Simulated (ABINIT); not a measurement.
# A GW chain in ABINIT: SiC (Moissanite)

Wanted: ground state, empty states, screening and self-energy for SiC (Moissanite).

Program: ABINIT 10.8.3. Level of theory: PBE and many-body steps on it, plane waves. Results are calculated unless marked as measured.

**What was measured.**

- Gap 3.02 eV: band gap at cryogenic temperature; bulk crystal (literature value) (quoted in “Silicon carbide diodes for neutron detection”, 2020, arxiv:2009.14696).

- Gap 3 eV: optical absorption onset, approximate; UV-Vis-NIR transmission; bulk crystal (400 micron semi-insulating 6H-SiC wafer) (“Effects of energetic ion irradiation on WSe2/SiC heterostructures”, 2017, pmc:5482891).

- Gap 3.03 eV: indirect gap, experimental literature value; quoted from earlier experiment; bulk crystal (quoted in “Charge spill-out and work function of few-layer graphene on SiC(0001)”, 2018, arxiv:1806.04908).

## 1. The starting structure

The structure is hexagonal, space group P6_3mc (No. 186). Conventional cell: a = 3.081 Å, b = 3.081 Å, c = 15.125 Å, α = 90.00°, β = 90.00°, γ = 120.00°. Nearest to Si lie 4 C at 1.88 to 1.90 Å. Nearest to Si lie 4 C at 1.89 Å. Nearest to C lie 4 Si at 1.88 to 1.89 Å. Nearest to C lie 4 Si at 1.89 Å. Nearest to C lie 4 Si at 1.89 to 1.90 Å. Farther neighbours are not listed.

The cell and positions come from the Crystallography Open Database and are kept as given unless a step says otherwise.

## 2. Ground state

This step: ABINIT 10.8.3; DFT, PBE, plane waves, norm-conserving pseudopotentials.

The ground-state density comes first.

File run.abi:

```
acell 3*1.0 Angstrom
rprim 
  3.081000000023 -0.000000000005 0.000000000000
  -1.540500000007 2.668224269083 0.000000000000
  0.000000000000 0.000000000000 15.124800000000
ntypat 2
znucl 14 6
natom 12
typat 1 1 1 1 1 1 2 2 2 2 2 2
xred 
  0.000000000000 0.000000000000 0.000000000000
  0.000000000000 0.000000000000 0.500000000000
  0.333333333333 0.666666666667 0.166400000000
  0.666666666667 0.333333333333 0.666400000000
  0.666666666667 0.333333333333 0.332900000000
  0.333333333333 0.666666666667 0.832900000000
  0.333333333333 0.666666666667 0.041200000000
  0.666666666667 0.333333333333 0.541200000000
  0.666666666667 0.333333333333 0.208000000000
  0.333333333333 0.666666666667 0.708000000000
  0.000000000000 0.000000000000 0.374600000000
  0.000000000000 0.000000000000 0.874600000000
pp_dirpath "pseudos"
pseudos "Si.upf, C.upf"
ecut 37
ngkpt 6 6 2
nshiftk 1
shiftk 0 0 0
kptopt 1
chksymbreak 0
nband 34
occopt 1
tolvrs 1e-10
nstep 60
prtwf 0
optforces 0
optstress 0
indata_prefix "in"
outdata_prefix "out"
tmpdata_prefix "tmp"
```

Started as:

```
$ OMP_NUM_THREADS=1 mpirun -n 8 abinit run.abi > log
```

Numbers of over 12 decimals in the logs are rounded to 6 here.

Output:

```text
.Version 10.8.3 of ABINIT. v10.8.2 released Aug 2026.

 Symmetries : space group P6_3 m c (#186); Bravais hP (primitive hexag.)
================================================================================
 Values of the parameters that define the memory need of the present run
     intxc =       0    ionmov =       0      iscf =       7    lmnmax =       6
     lnmax =       6     mgfft =     160  mpssoang =       3    mqgrid =    7827
     natom =      12  nloc_mem =       1    nspden =       1   nspinor =       1
    nsppol =       1      nsym =      12    n1xccc =    2501    ntypat =       2
    occopt =       1   xclevel =       2
-    mband =          34        mffmem =           1         mkmem =           2
       mpw =        9084          nfft =      163840          nkpt =          14
================================================================================
  Rough estimation (10% accuracy) of disk space for files :
================================================================================

--------------------------------------------------------------------------------
------------- Echo of variables that govern the present computation ------------
--------------------------------------------------------------------------------
 -outvars: echo values of preprocessed input variables --------
            acell      1.8897261259E+00  1.8897261259E+00  1.8897261259E+00 Bohr

      chksymbreak           0
             ecut      3.70000000E+01 Hartree
-          fftalg         312

              ixc     -101130
              kpt      0.00000000E+00  0.00000000E+00  0.00000000E+00
                       1.66666667E-01  0.00000000E+00  0.00000000E+00
                       3.33333333E-01  0.00000000E+00  0.00000000E+00
                       5.00000000E-01  0.00000000E+00  0.00000000E+00
                       1.66666667E-01  1.66666667E-01  0.00000000E+00
                       3.33333333E-01  1.66666667E-01  0.00000000E+00
                       3.33333333E-01  3.33333333E-01  0.00000000E+00
                       0.00000000E+00  0.00000000E+00  5.00000000E-01
                       1.66666667E-01  0.00000000E+00  5.00000000E-01
                       3.33333333E-01  0.00000000E+00  5.00000000E-01
                       5.00000000E-01  0.00000000E+00  5.00000000E-01
[...]
kptrlatt        6    0    0      0    6    0      0    0    2
          kptrlen      3.49334772E+01
P           mkmem           2
            natom          12
            nband          34
            ngfft          32      32     160
             nkpt          14
            nstep          60
             nsym          12
           ntypat           2
              occ      2.000000  2.000000  2.000000  2.000000  2.000000  2.000000
                       2.000000  2.000000  2.000000  2.000000  2.000000  2.000000
                       2.000000  2.000000  2.000000  2.000000  2.000000  2.000000
                       2.000000  2.000000  2.000000  2.000000  2.000000  2.000000
                       0.000000  0.000000  0.000000  0.000000  0.000000  0.000000
                       0.000000  0.000000  0.000000  0.000000
        optforces           0
        optstress           0
            prtwf           0
            rprim      3.0810000000E+00 -5.0000000000E-12  0.0000000000E+00
[...]
spgroup         186

           tolvrs      1.00000000E-10

             xred      0.0000000000E+00  0.0000000000E+00 -2.7755575616E-17
[...]
znucl       14.00000    6.00000

================================================================================

 chkinp: Checking input parameters for consistency.

================================================================================
== DATASET  1 ==================================================================
-   mpi_nproc: 8, omp_nthreads: 1 (-1 if OMP is not activated)

--- !DatasetInfo
iteration_state: {dtset: 1, }
dimensions: {natom: 12, nkpt: 14, mband: 34, nsppol: 1, nspinor: 1, nspden: 1, mpw: 9084, }
cutoff_energies: {ecut:  37.0, pawecutdg:  -1.0, }
electrons: {nelect:   4.80000000E+01, charge:   0.00000000E+00, occopt:   1.00000000E+00, tsmear:   1.00000000E-02, }

 Real(R)+Recip(G) space primitive vectors, cartesian coordinates (Bohr,Bohr^-1):
 R(1)=  5.8222462  0.0000000  0.0000000  G(1)=  0.1717550  0.0991628  0.0000000
 R(2)= -2.9111231  5.0422131  0.0000000  G(2)=  0.0000000  0.1983256  0.0000000
 R(3)=  0.0000000  0.0000000 28.5817297  G(3)=  0.0000000  0.0000000  0.0349874
 Unit cell volume ucvol=  8.3907401E+02 bohr^3
 Angles (23,13,12)=  9.00000000E+01  9.00000000E+01  1.20000000E+02 degrees

 getcut: wavevector=  0.0000  0.0000  0.0000  ngfft=  32  32 160
         ecut(hartree)=     37.000   => boxcut(ratio)=   2.00721

--- Pseudopotential description ------------------------------------------------
- Si Generated using ONCVPSP code by D. R. Hamann
- 14.00000   4.00000  171031                  znucl, zion, pspdat
12 -101130 2 -1 1510                          pspcod,pspxc,lmax,lloc,mmax
     nproj     2     2     2
  pspatm : epsatm=    9.34321561
         --- l  ekb(1:nproj) -->
[...]
pspatm: atomic psp has been read  and splines computed

- C Generated using ONCVPSP code by D. R. Hamann
-  6.00000   4.00000  171031                  znucl, zion, pspdat
12 -101130 1 -1 1248                          pspcod,pspxc,lmax,lloc,mmax
     nproj     2     2     0
  pspatm : epsatm=    4.31346680
         --- l  ekb(1:nproj) -->
[...]
pspatm: atomic psp has been read  and splines computed

   3.93312453E+03                                ecore*ucvol(ha*bohr**3)
--------------------------------------------------------------------------------

_setup2: Arith. and geom. avg. npw (full set) are    9023.514    9023.456

================================================================================

--- !BeginCycle
iteration_state: {dtset: 1, }
solver: {iscf: 7, nstep: 60, nline: 4, wfoptalg: 0, }
tolerances: {tolvrs: 1.00E-10, }

     iter   Etot(hartree)      deltaE(h)  residm     vres2
 ETOT  1  -61.039094630670    -6.104E+01 3.845E-02 1.738E+03
 ETOT  2  -61.397924922752    -3.588E-01 1.647E-02 7.133E+02
 ETOT  3  -61.617806450559    -2.199E-01 6.632E-03 7.811E-01
 ETOT  4  -61.618142800033    -3.363E-04 2.812E-03 8.012E-02
 ETOT  5  -61.618153079937    -1.028E-05 1.102E-03 4.512E-03
 ETOT  6  -61.618153511535    -4.316E-07 6.706E-04 2.487E-03
 ETOT  7  -61.618153728350    -2.168E-07 5.484E-04 7.409E-05
 ETOT  8  -61.618153730993    -2.643E-09 5.358E-04 7.141E-06
 ETOT  9  -61.618153731244    -2.510E-10 3.005E-04 2.056E-07
 ETOT 10  -61.618153731252    -7.880E-12 4.551E-04 4.044E-09
 ETOT 11  -61.618153731251     6.963E-13 2.212E-04 1.048E-09
 ETOT 12  -61.618153731250     5.969E-13 3.156E-04 1.569E-11

 At SCF step   12       vres2   =  1.57E-11 < tolvrs=  1.00E-10 =>converged.

--- !ResultsGS
iteration_state: {dtset: 1, }
comment   : Summary of ground state results
lattice_vectors:
- [  5.8222462,  -0.0000000,   0.0000000, ]
- [ -2.9111231,   5.0422131,   0.0000000, ]
- [  0.0000000,   0.0000000,  28.5817297, ]
lattice_lengths: [   5.82225,    5.82225,   28.58173, ]
lattice_angles: [ 90.000,  90.000, 120.000, ] # degrees, (23, 13, 12)
lattice_volume:   8.3907401E+02
convergence: {deltae:  5.969E-13, res2:  1.569E-11, residm:  3.156E-04, diffor:  0.000E+00, }
etotal    :  -6.16181537E+01
entropy   :   0.00000000E+00
fermie    :   2.52514639E-01
cartesian_stress_tensor: null
pressure_GPa: null
xred      :
- [  0.0000E+00,   0.0000E+00,  -2.7756E-17, Si]
- [  0.0000E+00,   0.0000E+00,   5.0000E-01, Si]
- [  3.3333E-01,   6.6667E-01,   1.6640E-01, Si]
- [  6.6667E-01,   3.3333E-01,   6.6640E-01, Si]
- [  6.6667E-01,   3.3333E-01,   3.3290E-01, Si]
- [  3.3333E-01,   6.6667E-01,   8.3290E-01, Si]
- [  3.3333E-01,   6.6667E-01,   4.1200E-02,  C]
- [  6.6667E-01,   3.3333E-01,   5.4120E-01,  C]
- [  6.6667E-01,   3.3333E-01,   2.0800E-01,  C]
- [  3.3333E-01,   6.6667E-01,   7.0800E-01,  C]
- [  0.0000E+00,   0.0000E+00,   3.7460E-01,  C]
- [  0.0000E+00,   0.0000E+00,   8.7460E-01,  C]
cartesian_forces: null
force_length_stats: {min: null, max: null, mean: null, }

 Integrated electronic density in atomic spheres:
 ------------------------------------------------
 Atom  Sphere_radius  Integrated_density
[...]
================================================================================

 ----iterations are completed or convergence reached----

 Mean square residual over all n,k,spin=   16.125E-07; max=  31.559E-05
 reduced coordinates (array xred) for   12 atoms
[...]
0.666666666667      0.333333333333      0.541200000000
       0.666666666667      0.333333333333      0.208000000000
       0.333333333333      0.666666666667      0.708000000000
       0.000000000000      0.000000000000      0.374600000000
       0.000000000000      0.000000000000      0.874600000000
 rms dE/dt=  0.0000E+00; max dE/dt=  0.0000E+00; dE/dt below (all hartree)
    1       0.000000000000      0.000000000000      0.000000000000
    2       0.000000000000      0.000000000000      0.000000000000
    3       0.000000000000      0.000000000000      0.000000000000
    4       0.000000000000      0.000000000000      0.000000000000
    5       0.000000000000      0.000000000000      0.000000000000
    6       0.000000000000      0.000000000000      0.000000000000
    7       0.000000000000      0.000000000000      0.000000000000
    8       0.000000000000      0.000000000000      0.000000000000
    9       0.000000000000      0.000000000000      0.000000000000
[...]
cartesian coordinates (angstrom) at end:
[...]
8      1.540500     0.889408     8.185542
    9      1.540500     0.889408     3.145958
   10      3e-12     1.778816    10.708358
   11      0.000000     0.000000     5.665750
   12      0.000000     0.000000    13.228150
 length scales=  1.889726125908  1.889726125908  1.889726125908 bohr
              =  1.000000000000  1.000000000000  1.000000000000 angstroms
 prteigrs : about to open file out_EIG
 Fermi (or HOMO) energy (hartree) =   0.25251   Average Vxc (hartree)=  -0.41462
 Eigenvalues (hartree) for nkpt=  14  k points:
 kpt#   1, nband= 34, wtk=  0.01389, kpt=  0.0000  0.0000  0.0000 (reduced coord)
  -0.31545   -0.29686   -0.29447   -0.24084   -0.23854   -0.18472   -0.06307    0.02277
   0.02444    0.16275    0.16448    0.21016    0.21016    0.21677    0.21677    0.22136
   0.22136    0.23781    0.23781    0.24193    0.24193    0.25120    0.25251    0.25251
   0.44230    0.44860    0.46337    0.48215    0.48315    0.49718    0.50671    0.50671
   0.51517    0.52277
 prteigrs : prtvol=0 or 1, do not print more k-points.

--- !EnergyTerms
iteration_state     : {dtset: 1, }
comment             : Components of total free energy in Hartree
kinetic             :  3.53279894032612E+01
hartree             :  7.03890881727830E+00
xc                  : -2.26696688339450E+01
Ewald energy        : -6.27317134279360E+01
psp_core            :  4.68745840206450E+00
local_psp           : -2.48322308769849E+01
non_local_psp       :  1.56110278501156E+00
total_energy        : -6.16181537312503E+01
total_energy_eV     : -1.67671538094529E+03
band_energy         :  1.63685840710874E+00

== END DATASET(S) ==============================================================
================================================================================

 -outvars: echo values of variables after computation  --------
           etotal     -6.1618153731E+01
            nband          34
             nkpt          14
          spgroup         186
 [... the other variables as echoed above ...]

 Calculation completed.
```

Wall time 31 s (8 MPI ranks of Arm Neoverse V2, shared host); peak memory 0.83 GiB; 4.1 min of CPU time.

This step gave:

| Property | Result |
| --- | --- |
| total energy | -1676.7154 eV |
| gap | 2.017 eV |
| k of the valence top | 0, 0, 0 |
| k of the conduction bottom | 0.5, 0, 0 |
| least direct gap | 3.123 eV |

The gap is indirect, with the least direct gap 1.11 eV higher.

(Continued in part 2 of 3.)

[Paths, hosts, dates, memory and timing lines, banners, echoed tables and standing remarks are left out of the program output.]

[Logs are printed without paths, hosts, clocks, repeated set-up lines and the standing remarks that a program may print on its own settings, such as how far it seeks lower states.]

[Runs of the session that timed out or met a known fault of the program may be left out.]

[Hosts, paths, dates, database ids (printed as entryN), source tags and the programs' standing remarks are cut or masked in the printed files.]

[G0W0 gaps are taken among the corrected bands and points alone; a level outside them can change the order at an edge.]

[Where Ansatz stands beside ABINIT at settings called matched, ABINIT's density can come from a denser mesh and the files from another edition; pairs whose starting gaps differed by over 0.03 eV were left out, so agreement reads better than it is.]
